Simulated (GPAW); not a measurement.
**BN in line between two Sb chains: transmission at several levels**

Wanted: the zero-bias transmission of BN in line between two Sb chains on a ladder of levels, with run times.

Main program and level: GPAW 26.7.0; GPAW LCAO, PAW setups; Landauer transmission from Green's functions with principal layers (ASE), zero bias.

## 1. The starting structure

The cell holds 10 atoms: 8 Sb, 1 B and 1 N. Its edges and angles: a = 9.000 Å, b = 9.000 Å, c = 24.625 Å, α = 90.0°, β = 90.0°, γ = 90.0°. Regions: left lead, 4 atoms (4 Sb); channel, 2 atoms (1 B and 1 N); right lead, 4 atoms (4 Sb). Vacuum lies along a and b. The structure is stacked along c, and the current runs across the ab planes.

Structure file:

```cif
data_structure
_symmetry_space_group_name_H-M 'P 1'
_symmetry_Int_Tables_number 1
_cell_length_a 9.0000
_cell_length_b 9.0000
_cell_length_c 24.6250
_cell_angle_alpha 90.000
_cell_angle_beta 90.000
_cell_angle_gamma 90.000
_cell_volume 1994.63
loop_
_atom_site_label
_atom_site_type_symbol
_atom_site_fract_x
_atom_site_fract_y
_atom_site_fract_z
_atom_site_occupancy
Sb1 Sb 0.50000 0.50000 0.05584 1
Sb2 Sb 0.50000 0.50000 0.16751 1
Sb3 Sb 0.50000 0.50000 0.27919 1
Sb4 Sb 0.50000 0.50000 0.39086 1
B5 B 0.50000 0.50000 0.47814 1
N6 N 0.50000 0.50000 0.53012 1
Sb7 Sb 0.50000 0.50000 0.60914 1
Sb8 Sb 0.50000 0.50000 0.72081 1
Sb9 Sb 0.50000 0.50000 0.83249 1
Sb10 Sb 0.50000 0.50000 0.94416 1
```

## 2. GPAW, dzp

The script solves lead and junction separately, takes H and S in the orbital basis, and joins semi-infinite leads through their self-energies; the dzp basis is the working standard.

Input file run.py:

```python
import json
import numpy as np
from ase import Atoms
from ase.transport.calculators import TransportCalculator
from gpaw import GPAW, FermiDirac
from gpaw.lcao.tools import get_lcao_hamiltonian
from scipy.linalg import eigh

# The junction with lead layers at both ends, along the third cell vector
device = Atoms(
    ['Sb', 'Sb', 'Sb', 'Sb', 'B', 'N', 'Sb', 'Sb', 'Sb', 'Sb'],
    positions=[
        [4.50000, 4.50000, 1.37500],
        [4.50000, 4.50000, 4.12500],
        [4.50000, 4.50000, 6.87500],
        [4.50000, 4.50000, 9.62500],
        [4.50000, 4.50000, 11.77410],
        [4.50000, 4.50000, 13.05410],
        [4.50000, 4.50000, 15.00000],
        [4.50000, 4.50000, 17.75000],
        [4.50000, 4.50000, 20.50000],
        [4.50000, 4.50000, 23.25000]],
    cell=[[9.0, 0.0, 0.0], [0.0, 9.0, 0.0], [0.0, 0.0, 24.625]],
    pbc=True)

# One principal layer of the lead: the first 2 atoms of the device
lead = Atoms(
    ['Sb', 'Sb'],
    positions=[
        [4.50000, 4.50000, 1.37500],
        [4.50000, 4.50000, 4.12500]],
    cell=[[9.0, 0.0, 0.0], [0.0, 9.0, 0.0], [0.0, 0.0, 5.5]],
    pbc=True)

settings = dict(mode='lcao', basis='dzp', xc='PBE', h=0.18,
                occupations=FermiDirac(0.1), maxiter=250,
                mixer=dict(beta=0.1, nmaxold=8, weight=100.0),
                convergence=dict(density=0.0001))
energies = np.arange(-2, 2 + 1e-9, 0.05)
eta = 0.0001
n1, n2 = 1, 1
# k and -k transmit alike, so half of the mesh across the current serves
mesh = [(i, j) for i in range(n1) for j in range(n2) if (i, j) <= (-i % n1, -j % n2)]
weights = np.array([1 if (i, j) == (-i % n1, -j % n2) else 2 for i, j in mesh]) / (n1 * n2)

# [... helper functions left out ...]
fermi_lead = ground_state(lead, (1, 1, 20), 'lead.txt')
fermi_device = ground_state(device, (1, 1, 3), 'device.txt')
# [... loop over the mesh left out, but for ...]
        # Shift the lead onto the potential of the device's first layer
        shift = ((H[:, 0, 0] - H0[:, 0, 0]) / S0[0, 0]).real.mean()
# [...]
kT = 8.617333e-5 * 300
bias = [0.1, 0.2, 0.5, 1.0, 1.5, 2.0]
# [... integrals and printing left out ...]
```

Command:

```console
$ OMP_NUM_THREADS=1 OPENBLAS_NUM_THREADS=1 python run.py
```

The program printed:

```text
basis functions: device 210, principal layer 46
Fermi level: lead -3.1684 eV, device -3.2187 eV; lead shifted by -0.0365 eV
largest coupling past the next layer 7.85e-05 eV, largest misfit of the first layer 0.098 eV
  E-E_F (eV)   T (one spin)  [channel counts left out]
    -2.000    6.9666e-02
    -1.950    6.9475e-02
    -1.900    6.9295e-02
    -1.850    6.9126e-02
    -1.800    6.8967e-02
    -1.750    6.8819e-02
    -1.700    6.8681e-02
    -1.650    6.8553e-02
    -1.600    1.0212e-01
    -1.550    1.8573e-01
    -1.500    2.9180e-01
    -1.450    4.0108e-01
    -1.400    4.9727e-01
    -1.350    5.7386e-01
    -1.300    6.3197e-01
    -1.250    6.7586e-01
[...]
1.650    7.0949e-01
     1.700    6.4907e-01
     1.750    5.7793e-01
     1.800    4.9235e-01
     1.850    3.8694e-01
     1.900    2.5366e-01
     1.950    8.0041e-02
     2.000    6.9714e-02
conductance at 300 K: 1.4764 G0 a cell; thermopower -1.046 uV/K
current from the zero-bias T(E) at 0.1 V: 11.434 uA
current from the zero-bias T(E) at 0.2 V: 22.838 uA
current from the zero-bias T(E) at 0.5 V: 56.586 uA
current from the zero-bias T(E) at 1.0 V: 109.73 uA
current from the zero-bias T(E) at 1.5 V: 157.12 uA
current from the zero-bias T(E) at 2.0 V: 198.34 uA
```

Elapsed: 42 s, on 1 thread of Arm Neoverse V1, shared host; peak memory 1.2 GiB.

This step gave:

- conductance: 1.476 G₀
- largest coupling past the next principal layer: 7.85e-5 eV
- largest misfit of the first principal layer: 0.09840 eV
- shift that aligns the lead: -0.03651 eV
- basis functions of the junction: 210
- basis functions of a principal layer: 46
- transmission at the Fermi level (one spin): 1.478

One spin. Table of transmission, zone mean by energy, zero at the Fermi level:

```csv
energy (eV),"transmission, zone mean"
-2.00,0.0697
-1.90,0.0693
-1.80,0.0690
-1.70,0.0687
-1.55,0.186
-1.45,0.401
-1.35,0.574
-1.25,0.676
-1.15,0.739
-1.05,0.790
-0.90,0.873
-0.80,0.941
-0.70,1.02
-0.60,1.10
-0.50,1.19
-0.40,1.27
-0.25,1.38
-0.15,1.43
-0.05,1.47
0.00,1.48
0.05,1.49
0.15,1.49
0.25,1.49
0.40,1.45
0.50,1.42
0.60,1.38
0.70,1.33
0.80,1.28
0.90,1.22
1.05,1.14
1.15,1.08
1.25,1.02
1.35,0.957
1.45,0.888
1.55,0.808
1.70,0.649
1.80,0.492
1.90,0.254
2.00,0.0697
```

Not self-consistent under bias; the bias window is split evenly. Current through one cell, from the zero-bias transmission against bias:

```csv
bias (V),"current through one cell, from the zero-bias transmission (μA)"
0.100,11.4
0.200,22.8
0.500,56.6
1.000,110
1.500,157
2.000,198
```

Table of transmission of the three most open eigenchannels by energy, zero at the Fermi level:

| energy (eV) | channel 1 | channel 2 | channel 3 |
| --- | --- | --- | --- |
| -2.00 | 0.0697 | 1.1e-12 | 0 |
| -1.90 | 0.0693 | 1.1e-12 | 0 |
| -1.80 | 0.0690 | 1.1e-12 | 0 |
| -1.70 | 0.0687 | 5.3e-11 | 5.3e-11 |
| -1.55 | 0.0683 | 0.0587 | 0.0587 |
| -1.45 | 0.166 | 0.166 | 0.0681 |
| -1.35 | 0.253 | 0.253 | 0.0680 |
| -1.25 | 0.304 | 0.304 | 0.0679 |
| -1.15 | 0.335 | 0.335 | 0.0678 |
| -1.05 | 0.361 | 0.361 | 0.0677 |
| -0.90 | 0.403 | 0.403 | 0.0677 |
| -0.80 | 0.437 | 0.437 | 0.0677 |
| -0.70 | 0.476 | 0.476 | 0.0678 |
| -0.60 | 0.518 | 0.518 | 0.0678 |
| -0.50 | 0.561 | 0.561 | 0.0679 |
| -0.40 | 0.602 | 0.602 | 0.0680 |
| -0.25 | 0.655 | 0.655 | 0.0681 |
| -0.15 | 0.681 | 0.681 | 0.0682 |
| -0.05 | 0.699 | 0.699 | 0.0684 |
| 0.00 | 0.705 | 0.705 | 0.0684 |
| 0.05 | 0.709 | 0.709 | 0.0685 |
| 0.15 | 0.712 | 0.712 | 0.0686 |
| 0.25 | 0.709 | 0.709 | 0.0687 |
| 0.40 | 0.692 | 0.692 | 0.0688 |
| 0.50 | 0.675 | 0.675 | 0.0688 |
| 0.60 | 0.654 | 0.654 | 0.0689 |
| 0.70 | 0.630 | 0.630 | 0.0690 |
| 0.80 | 0.604 | 0.604 | 0.0690 |
| 0.90 | 0.576 | 0.576 | 0.0690 |
| 1.05 | 0.534 | 0.534 | 0.0691 |
| 1.15 | 0.505 | 0.505 | 0.0691 |
| 1.25 | 0.475 | 0.475 | 0.0691 |
| 1.35 | 0.444 | 0.444 | 0.0691 |
| 1.45 | 0.409 | 0.409 | 0.0692 |
| 1.55 | 0.369 | 0.369 | 0.0692 |
| 1.70 | 0.290 | 0.290 | 0.0693 |
| 1.80 | 0.211 | 0.211 | 0.0694 |
| 1.90 | 0.0920 | 0.0920 | 0.0696 |
| 2.00 | 0.0697 | 3.8e-9 | 3.8e-9 |

Couplings past the next layer reach 7.9e-5 eV, small enough to drop; the matrix elements of the cell's first layer differ from the bulk lead's by up to 0.098 eV. That layer keeps its own values in the calculation, and only beyond it is the lead taken as perfect. The Fermi levels of lead and junction count from different zeros of potential, one for each periodic cell; with both set to zero, the small remaining shift is what aligns them. By hand: G = 1.476 × 77.48 μS = 114 μS, a resistance of 8.74 kΩ; at 0.1 V a linear junction would pass 11.4 μA, and the integral over the bias window gives 11.4 μA.

## 3. Single-zeta polarised basis

One radial function a shell plus polarisation makes the matrices smaller; the question is what that costs.

Edit run.py of step 2 so:

```diff
@@ -34,3 +34,3 @@
 
-settings = dict(mode='lcao', basis='dzp', xc='PBE', h=0.18,
+settings = dict(mode='lcao', basis='szp(dzp)', xc='PBE', h=0.18,
                 occupations=FermiDirac(0.1), maxiter=250,
```

The program printed:

```text
basis functions: device 130, principal layer 28
Fermi level: lead -3.3261 eV, device -3.4551 eV; lead shifted by -0.0466 eV
largest coupling past the next layer 7.85e-05 eV, largest misfit of the first layer 0.084 eV
  E-E_F (eV)   T (one spin)  [channel counts left out]
    -2.000    7.2500e-02
    -1.950    7.2406e-02
    -1.900    7.2321e-02
    -1.850    7.2243e-02
    -1.800    7.2174e-02
    -1.750    7.2112e-02
    -1.700    7.2059e-02
    -1.650    7.2014e-02
    -1.600    9.8752e-02
    -1.550    1.5941e-01
    -1.500    2.4857e-01
    -1.450    3.5149e-01
    -1.400    4.4844e-01
    -1.350    5.2756e-01
    -1.300    5.8725e-01
    -1.250    6.3147e-01
[...]
1.650    7.4880e-01
     1.700    6.9277e-01
     1.750    6.2427e-01
     1.800    5.3726e-01
     1.850    4.2165e-01
     1.900    2.5947e-01
     1.950    7.7041e-02
     2.000    7.8634e-02
conductance at 300 K: 1.4788 G0 a cell; thermopower -1.187 uV/K
current from the zero-bias T(E) at 0.1 V: 11.453 uA
current from the zero-bias T(E) at 0.2 V: 22.877 uA
current from the zero-bias T(E) at 0.5 V: 56.681 uA
current from the zero-bias T(E) at 1.0 V: 109.87 uA
current from the zero-bias T(E) at 1.5 V: 157.09 uA
current from the zero-bias T(E) at 2.0 V: 197.82 uA
```

Run time: 38 s. Hardware: 1 thread; peak memory 1.2 GiB.

This step gave:

- conductance: 1.479 G₀
- largest misfit of the first principal layer: 0.08368 eV
- shift that aligns the lead: -0.04662 eV
- basis functions of the junction: 130
- basis functions of a principal layer: 28
- transmission at the Fermi level (one spin): 1.481

One spin. Table of transmission, zone mean by energy, zero at the Fermi level:

| energy (eV) | transmission, zone mean |
| --- | --- |
| -2.00 | 0.0725 |
| -1.85 | 0.0722 |
| -1.70 | 0.0721 |
| -1.60 | 0.0988 |
| -1.45 | 0.351 |
| -1.30 | 0.587 |
| -1.15 | 0.694 |
| -1.05 | 0.745 |
| -0.90 | 0.834 |
| -0.75 | 0.949 |
| -0.60 | 1.08 |
| -0.50 | 1.18 |
| -0.35 | 1.30 |
| -0.20 | 1.40 |
| -0.05 | 1.47 |
| 0.00 | 1.48 |
| 0.05 | 1.49 |
| 0.15 | 1.50 |
| 0.20 | 1.50 |
| 0.35 | 1.48 |
| 0.50 | 1.43 |
| 0.60 | 1.39 |
| 0.75 | 1.32 |
| 0.90 | 1.23 |
| 1.05 | 1.15 |
| 1.15 | 1.09 |
| 1.30 | 1.00 |
| 1.45 | 0.909 |
| 1.60 | 0.796 |
| 1.70 | 0.693 |
| 1.85 | 0.422 |
| 2.00 | 0.0786 |

Not self-consistent under bias; the bias window is split evenly. Table of current through one cell, from the zero-bias transmission by bias:

| bias (V) | current through one cell, from the zero-bias transmission (μA) |
| --- | --- |
| 0.100 | 11.5 |
| 0.200 | 22.9 |
| 0.500 | 56.7 |
| 1.000 | 110 |
| 1.500 | 157 |
| 2.000 | 198 |

Transmission of the three most open eigenchannels against energy, zero at the Fermi level:

```
energy (eV)  channel 1  channel 2  channel 3
      -2.00     0.0725          0          0
      -1.85     0.0722          0          0
      -1.70     0.0721    6.0e-11    6.0e-11
      -1.60     0.0720     0.0134     0.0134
      -1.45      0.140      0.140     0.0719
      -1.30      0.258      0.258     0.0719
      -1.15      0.311      0.311     0.0720
      -1.05      0.336      0.336     0.0721
      -0.90      0.381      0.381     0.0722
      -0.75      0.438      0.438     0.0725
      -0.60      0.505      0.505     0.0728
      -0.50      0.551      0.551     0.0730
      -0.35      0.615      0.615     0.0733
      -0.20      0.664      0.664     0.0737
      -0.05      0.696      0.696     0.0741
       0.00      0.703      0.703     0.0742
       0.05      0.708      0.708     0.0744
       0.20      0.712      0.712     0.0748
       0.35      0.701      0.701     0.0751
       0.50      0.678      0.678     0.0755
       0.60      0.657      0.657     0.0757
       0.75      0.620      0.620     0.0761
       0.90      0.579      0.579     0.0764
       1.05      0.535      0.535     0.0766
       1.15      0.506      0.506     0.0768
       1.30      0.463      0.463     0.0770
       1.45      0.416      0.416     0.0773
       1.60      0.359      0.359     0.0775
       1.70      0.308      0.308     0.0777
       1.85      0.172      0.172     0.0780
       2.00     0.0786     2.3e-9     2.3e-9
```

The conductance equals that of the dzp run to 0.2 %.

## 4. GPAW, sz: basis = "sz(dzp)"

One function for each valence shell of the setup, as for a first survey of a large system.

Edit run.py of step 3 so:

```diff
@@ -34,3 +34,3 @@
 
-settings = dict(mode='lcao', basis='szp(dzp)', xc='PBE', h=0.18,
+settings = dict(mode='lcao', basis='sz(dzp)', xc='PBE', h=0.18,
                 occupations=FermiDirac(0.1), maxiter=250,
```

The program printed:

```text
basis functions: device 80, principal layer 18
Fermi level: lead -3.0918 eV, device -3.2632 eV; lead shifted by -0.0417 eV
largest coupling past the next layer 7.91e-05 eV, largest misfit of the first layer 0.089 eV
  E-E_F (eV)   T (one spin)  [channel counts left out]
    -2.000    6.7371e-02
    -1.950    6.7359e-02
    -1.900    6.7359e-02
[...]
1.950    7.8987e-02
     2.000    7.9235e-02
conductance at 300 K: 1.5289 G0 a cell; thermopower -1.298 uV/K
current from the zero-bias T(E) at 0.1 V: 11.842 uA
current from the zero-bias T(E) at 0.2 V: 23.658 uA
current from the zero-bias T(E) at 0.5 V: 58.702 uA
current from the zero-bias T(E) at 1.0 V: 114.36 uA
current from the zero-bias T(E) at 1.5 V: 164.39 uA
current from the zero-bias T(E) at 2.0 V: 207.61 uA
```

Wall time 28 s (1 thread); peak memory 1.1 GiB.

Numbers from this step:

| Property | Result |
| --- | --- |
| conductance | 1.529 G₀ |
| largest coupling past the next principal layer | 7.91e-5 eV |
| largest misfit of the first principal layer | 0.08909 eV |
| shift that aligns the lead | -0.04174 eV |
| basis functions of the junction | 80 |
| basis functions of a principal layer | 18 |
| transmission at the Fermi level (one spin) | 1.531 |

One spin. Transmission, zone mean against energy, zero at the Fermi level:

```
energy (eV)  transmission, zone mean
     -2.000                   0.0674
     -1.800                   0.0674
     -1.600                    0.293
     -1.400                    0.620
     -1.200                    0.747
     -1.000                    0.851
     -0.800                    0.991
     -0.600                     1.16
     -0.400                     1.33
     -0.200                     1.45
      0.000                     1.53
      0.200                     1.56
      0.400                     1.53
      0.600                     1.46
      0.800                     1.35
      1.000                     1.20
      1.200                     1.05
      1.400                    0.889
      1.600                    0.718
      1.800                    0.440
      2.000                   0.0792
```

The conductance, 1.53 G₀, lies 3.6 % above that of the dzp run.

## 5. LDA in the dzp basis: xc = "LDA"

Back in the dzp basis, the functional changes from PBE to LDA, to set the spread between functionals beside that between bases.

Edit run.py of step 4 so:

```diff
@@ -34,3 +34,3 @@
 
-settings = dict(mode='lcao', basis='sz(dzp)', xc='PBE', h=0.18,
+settings = dict(mode='lcao', basis='dzp', xc='LDA', h=0.18,
                 occupations=FermiDirac(0.1), maxiter=250,
```

The program printed:

```text
basis functions: device 210, principal layer 46
Fermi level: lead -3.3982 eV, device -3.4477 eV; lead shifted by -0.0399 eV
largest coupling past the next layer 7.81e-05 eV, largest misfit of the first layer 0.091 eV
  E-E_F (eV)   T (one spin)  [channel counts left out]
    -2.000    6.1037e-02
    -1.950    6.0928e-02
    -1.900    6.0830e-02
[...]
1.950    6.1820e-02
     2.000    6.2216e-02
conductance at 300 K: 1.4986 G0 a cell; thermopower -1.033 uV/K
current from the zero-bias T(E) at 0.1 V: 11.606 uA
current from the zero-bias T(E) at 0.2 V: 23.183 uA
current from the zero-bias T(E) at 0.5 V: 57.438 uA
current from the zero-bias T(E) at 1.0 V: 111.35 uA
current from the zero-bias T(E) at 1.5 V: 159.32 uA
current from the zero-bias T(E) at 2.0 V: 200.84 uA
```

Elapsed: 37 s, on 1 thread; peak memory 1.2 GiB.

This step gave:

| Quantity | Value |
| --- | --- |
| conductance | 1.499 G₀ |
| largest coupling past the next principal layer | 7.81e-5 eV |
| largest misfit of the first principal layer | 0.09125 eV |
| shift that aligns the lead | -0.03992 eV |
| basis functions of the junction | 210 |
| basis functions of a principal layer | 46 |
| transmission at the Fermi level (one spin) | 1.501 |

The conductance, 1.50 G₀, lies 1.5 % above that of the dzp run.

## 6. Cost and result by level

Times are for 1 thread of Arm Neoverse V1, shared host. Results by setting:

| no. | run | conductance (G₀) | time | memory (GiB) |
| --- | --- | --- | --- | --- |
| 1 | dzp | 1.476 | 42 s | 1.2 |
| 2 | szp | 1.479 | 38 s | 1.2 |
| 3 | sz | 1.529 | 28 s | 1.1 |
| 4 | dzp LDA | 1.499 | 37 s | 1.2 |

## 7. Comparison

The curves are compared point by point over the common energies.

This step: comparison of transmission and cost over codes and levels (GPAW 26.7.0).

Ladder, by row:

| step | code | T at the Fermi level (sum over the listed spins) | conductance (G0) | r.m.s. T(E) from the first | wall time (s) | peak memory (GiB) | threads |
| --- | --- | --- | --- | --- | --- | --- | --- |
| dzp | GPAW | 1.478 | 1.476 | 0 | 41.88 | 1.19 | 1 |
| szp | GPAW | 1.481 | 1.479 | 0.02459 | 38.42 | 1.16 | 1 |
| sz | GPAW | 1.531 | 1.529 | 0.07098 | 28.35 | 1.08 | 1 |
| dzp-LDA | GPAW | 1.501 | 1.499 | 0.01767 | 37.36 | 1.19 | 1 |

Transmission, zone mean, sum over the listed spins against energy, zero at the Fermi level:

```csv
energy (eV),dzp,szp,sz,dzp-LDA
-2.0000,0.0697,0.0725,0.0674,0.0610
-1.7500,0.0688,0.0721,0.0775,0.0606
-1.5000,0.292,0.249,0.488,0.270
-1.2500,0.676,0.631,0.723,0.673
-1.0000,0.815,0.772,0.851,0.819
-0.7500,0.979,0.949,1.03,0.990
-0.5000,1.19,1.18,1.24,1.21
-0.2500,1.38,1.37,1.42,1.40
0.0000,1.48,1.48,1.53,1.50
0.1500,1.49,1.50,1.56,1.52
0.2000,1.49,1.50,1.56,1.51
0.2500,1.49,1.50,1.56,1.51
0.5000,1.42,1.43,1.50,1.44
0.7500,1.30,1.32,1.38,1.32
1.0000,1.17,1.18,1.20,1.17
1.2500,1.02,1.03,1.01,1.02
1.5000,0.850,0.875,0.808,0.839
1.7500,0.578,0.624,0.535,0.548
2.0000,0.0697,0.0786,0.0792,0.0622
```

(Part 1 of 2 ends here.)

[Logs are printed without paths, hosts, clocks, repeated set-up lines and the standing remarks that a program may print on its own settings, such as how far it seeks lower states.]

[Hosts, paths, dates, database ids (printed as entryN), source tags and the programs' standing remarks are cut or masked in the printed files.]
